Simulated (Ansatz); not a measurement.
Input of an Ansatz 0.2.0 run:

File input.yaml:

```yaml
crystal:
  lattice:
    - [2.4719999032, 0.0, 0.0]
    - [-1.2359999516, 2.1408147143, 0.0]
    - [0.0, 0.0, 4.02114408]
  atoms:
    - { symbol: Co, position: [0.6666666667, 0.3333333333, 0.75], spin: 2.0 }
    - { symbol: Co, position: [0.3333333333, 0.6666666667, 0.25], spin: 2.0 }
hamiltonian:
  xc: pbesol
  pseudopotentials: { kind: paw }
magnetization:
  spin_polarized: true
kpoints:
  mp_grid: { grid: [10, 10, 6] }
scf:
  occupations: { method: fermi_dirac, width: 0.05 }
output:
  forces: true
  stress: true
elastic:
  mode: clamped_ion
  stencil: two_point
```

Potentials or basis: Ansatz PAW.

Command:

```console
$ ansatz run input.yaml --threads 2 --pin off --max-ram 5632MiB --backend cpu --events-out ev --progress --plain --runs-dir out
```

Q: Predict the Voigt bulk modulus.

A: 221 GPa.

Q: Estimate the band gap on the k mesh.

A: None (metal or under the smearing width).

Q: Predict the site moments.

A: Co +1.71 μB.

Q: What does it give for the net moment?

A: 3.29 μB per cell.

Elastic tensor in Voigt notation (GPa, ions clamped, in the Cartesian axes of the cell as first typed):
```
391 164 116   0   0   0
164 391 116   0   0   0
114 114 422   0   0   0
  0   0   0 103   0   0
  0   0   0   0 103   0
  0   0   0   0   0 114
```

Caveat: the cell is more than 3 GPa from zero pressure, which shifts response properties; elastic constants of metals need much finer meshes, so these are rough; the PAW data sets come from PBE, with cores solved anew for the run's functional, which leaves a small shift of forces and pressure.
